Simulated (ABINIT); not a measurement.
# C: single point with AM05

Crystal: C.

```
C
1.0
     1.22805   -2.12706    0.00000
     1.22805    2.12706    0.00000
     0.00000    0.00000    7.17327
C
4
Direct
  0.91662 0.08338 0.75314
  0.41662 0.58338 0.24686
  0.08338 0.91662 0.24686
  0.58338 0.41662 0.75314
```

This is a stacking variant of graphite.

- Program: ABINIT 10.8.3 (patched build)
- Task: single point
- Functional: AM05
- Potentials or basis: PseudoDojo NC SR PBEsol v0.4.1 standard
- Cutoff: 1116 eV
- k mesh: 9 × 9 × 3
- Occupations: fermi-dirac, width 0.05 eV
- Spin: no spin polarisation

```
Pressure                                          : 1.9 GPa
Largest force                                     : 0.026 eV/Å
Band gap on the k mesh                            : 0.15 eV
All electrons inside the program's atomic spheres : C 4.81 (radii [1.0584] Å)
```

Forces on the atoms (eV/Å):
```
C    0.000 -0.025 -0.004
C    0.000 -0.025  0.004
C    0.000  0.025  0.004
C    0.000  0.025 -0.004
```

Stress tensor (GPa, compression positive):
```
2.43 0.00 0.00
0.00 2.17 0.00
0.00 0.00 0.96
```

Levels at points of the mesh, in eV from the valence-band top:
| k point | band 5 | band 6 | band 7 | band 8 | band 9 | band 10 | band 11 | band 12 |
| --- | --- | --- | --- | --- | --- | --- | --- | --- |
| (0.00, 0.00, 0.00) | -2.88 | -2.87 | -2.87 | -2.86 | 3.88 | 8.51 | 8.55 | 8.56 |

Run time: 61 s on 1 thread of Intel(R) Xeon(R) Platinum 8223CL CPU @ 3.00GHz (Skylake/Cascade Lake), on a shared host, peak memory 0.1 GiB.

Caveat: the potentials were made for another functional, which shifts forces and pressure; an odd mesh through Γ misses points on the zone boundary, where band edges often lie; this functional lacks dispersion, which binds the layers, so the pressure and a relaxed spacing across them are unreliable.
